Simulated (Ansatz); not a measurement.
Input and command of a plane-wave DFT calculation in Ansatz:

```yaml
crystal:
  lattice:
    - [-5.3966575686, 3.4808800611, 0.0]
    - [5.3966575686, 3.4808800611, 0.0]
    - [0.0, -3.4808800611, -5.8460821497]
  atoms:
    - { symbol: Ni, position: [0.7827670529, 0.7770502728, 0.8098173257], spin: 2.0 }
    - { symbol: Ni, position: [0.2827670529, 0.2770502728, 0.8098173257], spin: 2.0 }
    - { symbol: Ni, position: [0.7172329471, 0.7229497272, 0.1901826743], spin: 2.0 }
    - { symbol: Ni, position: [0.2172329471, 0.2229497272, 0.1901826743], spin: 2.0 }
    - { symbol: Ni, position: [0.5270502728, 0.0327670529, 0.3098173257], spin: 2.0 }
    - { symbol: Ni, position: [0.0270502728, 0.5327670529, 0.3098173257], spin: 2.0 }
    - { symbol: Ni, position: [0.9729497272, 0.4672329471, 0.6901826743], spin: 2.0 }
    - { symbol: Ni, position: [0.4729497272, 0.9672329471, 0.6901826743], spin: 2.0 }
    - { symbol: Ge, position: [0.6761205028, 0.4864474006, 0.4125679034] }
    - { symbol: Ge, position: [0.1761205028, 0.9864474006, 0.4125679034] }
    - { symbol: Ge, position: [0.8238794972, 0.0135525994, 0.5874320966] }
    - { symbol: Ge, position: [0.3238794972, 0.5135525994, 0.5874320966] }
    - { symbol: Ge, position: [0.7364474006, 0.4261205028, 0.9125679034] }
    - { symbol: Ge, position: [0.2364474006, 0.9261205028, 0.9125679034] }
    - { symbol: Ge, position: [0.7635525994, 0.0738794972, 0.0874320966] }
    - { symbol: Ge, position: [0.2635525994, 0.5738794972, 0.0874320966] }
basis:
  ecutwfc: 420
kpoints:
  mp_grid: { grid: [8, 8, 8] }
hamiltonian:
  xc: pbe
scf:
  occupations: { method: gaussian, width: 0.1 }
output:
  forces: true
  stress: true
  eigenvalues: true
  populations: true
magnetization:
  spin_polarized: true
relax:
  adjacent_minimum: "off"
  f_tol: 0.015
  max_steps: 60
  cell: { stress_tol: 0.15 }
```

```bash
ansatz run input.yaml --threads 2 --pin off --max-ram 5120MiB --backend cpu --events-out ev --progress --plain --runs-dir out
```

Processor: Oxide Virtual Turin-like Processor (Zen 5), 2 threads, on a host shared with other jobs.

Question: Estimate time, memory and problem size.

Answer: About 7.9 min on 2 threads of Oxide Virtual Turin-like Processor (Zen 5) (shared host), peak memory 3.7 GiB. It solves 164 bands at 95 k points (the mesh reduced by symmetry) with about 4319 plane waves (on the last cell), in 20 SCF iterations over 2 ionic steps.
